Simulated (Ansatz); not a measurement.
The cell is a 2-atom cell of CuI started from a crystallographic database; cell and atoms were relaxed with r2SCAN. It is cubic, F-43m (No. 216); conventional cell a = 6.024 Å, 27.33 Å³ an atom. Cu is surrounded by 4 I at 2.61 Å; I is surrounded by 4 Cu at 2.61 Å.

The questions ask for values computed with Ansatz 0.2.0 on this geometry. No spin polarisation and no zero-point or thermal motion.

Given (8×8×8 mesh): With PBE the gap is 1.17 eV and direct, at Γ.

(1) What does LDA give for the gap (8×8×8 mesh)?

(2) What does LC-ωPBE give for the gap (6×6×6 mesh)?

(3) Order these levels by the gap that they give, smallest first.
A. HSE06
B. r2SCAN
C. PBE
D. PBE0
E. DDH-PBE0
F. r2SCAN0
G. LDA
H. LC-ωPBE

(4) Roughly how does the cost of the HSE06 run (6×6×6) compare with r2SCAN's (8×8×8)?

(5) How strongly does the crystal screen a field with clamped ions (r2SCAN)?

## Answers

(1) The LDA gap is direct at Γ: 0.99 eV. The gap differs by -0.18 eV from PBE's.

(2) With LC-ωPBE the gap is 7.34 eV and direct, at Γ. The gap differs by +6.17 eV from PBE's.

(3) G (0.99 eV), C (1.17 eV), B (1.67 eV), E (2.51 eV), A (2.67 eV), D (3.33 eV), F (3.67 eV), H (7.34 eV).

(4) About 11 times as much (2.1 core-minutes against 12 core-seconds, on 2 threads of Arm Neoverse V2, on a shared host).

(5) ε∞: 5.70 in all directions. Born charges, averaged over directions: Cu +1.04, I -1.04 e.

No spin-orbit coupling is included; it can move band edges with weight on the heavy atoms by tenths of an eV.

The meshes of the hybrids are coarse, so their gaps aren't converged to the digits shown.
